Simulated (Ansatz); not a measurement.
Runs of Ansatz 0.2.0 on Zr. The typed cell holds 2 atoms: a = 3.232 Å, b = 3.232 Å, c = 5.147 Å, α = 90.00°, β = 90.00°, γ = 120.00°. 

```tsv
task	level	cell	k mesh	cutoff (eV)	points for each segment of the path	target pressure (GPa)	gap on the mesh (eV)	pressure (GPa)	largest force (eV/Å)
band structure	LDA	atom 2 moved 0.06 Å	9 × 9 × 5	420	14	-	none	(b)	0.14
band structure	BLYP	atom 2 moved 0.06 Å	9 × 9 × 5	420	14	-	none	3.7	(c)
band structure	r2SCAN	atom 2 moved 0.06 Å	7 × 7 × 4	500	14	-	none	(a)	0.13
band structure	revPBE	atom 2 moved 0.06 Å	9 × 9 × 5	420	14	-	none	2.1	0.17
relaxation of cell and atoms	PBEsol	relaxed from: atom 2 moved 0.06 Å	9 × 9 × 5	420	-	-	none	0.0	-
band structure	RPBE	atom 2 moved 0.06 Å	9 × 9 × 5	420	14	-	none	2.8	0.17
relaxation of cell and atoms	PBEsol	relaxed to 2 GPa from: atom 2 moved 0.06 Å	9 × 9 × 5	420	-	2	none	2.0	-
band structure	PBE	atom 2 moved 0.06 Å	9 × 9 × 5	420	14	-	none	0.5	0.17
```

Alike in all rows: potentials or basis Ansatz PAW; no spin polarisation; smearing fermi-dirac 0.05 eV.

**Question.** Fill in the values left out.

**Answer.** (a) 1.1; (b) -6.0; (c) 0.18.

Caveats: the PAW data sets come from PBE, with cores solved anew for the run's functional, which leaves a small shift of forces and pressure (some runs); the plane-wave basis is chosen anew once the cell has moved, so the energies of steps on either side of that aren't comparable (some runs).

A k mesh can miss the band edges, and the runs leave out spin-orbit coupling on Zr.

A gap of «none» marks a metal or a gap under the smearing width.
